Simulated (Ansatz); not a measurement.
MoP:

```
Mo P
1.0
     3.22300    0.00000    0.00000
    -1.61150    2.79120    0.00000
     0.00000    0.00000    3.19100
Mo P
1 1
Cartesian
  0.0000 0.0000 0.0000
  0.0000 1.8608 1.5955
```

Base run:

```yaml
Program: Ansatz 0.2.0
Functional: revPBE
Potentials_or_basis: Ansatz PAW
Cutoff: "420 eV (not typed: the program's choice for these potentials)"
k_mesh: 10 × 10 × 8
Occupations: fermi-dirac, width 0.05 eV
Spin: no spin polarisation
```

Its results: band gap on the k mesh none (metal or under the smearing width); pressure 4.7 GPa.

Q: After a change of settings the same cell gave: band gap on the k mesh none (metal or under the smearing width); pressure 2.6 GPa. Which change was it?
A. functional from revPBE to RPBE
B. functional from revPBE to BLYP
C. functional from revPBE to PBE
D. functional from revPBE to HSEsol; k mesh from 10 × 10 × 8 to 5 × 5 × 4

A: C.

PBE binds more tightly than revPBE, so the same cell stands under less pressure.

Caveats: the PAW data sets come from PBE, with cores solved anew for the run's functional, which leaves a small shift of forces and pressure (some runs).
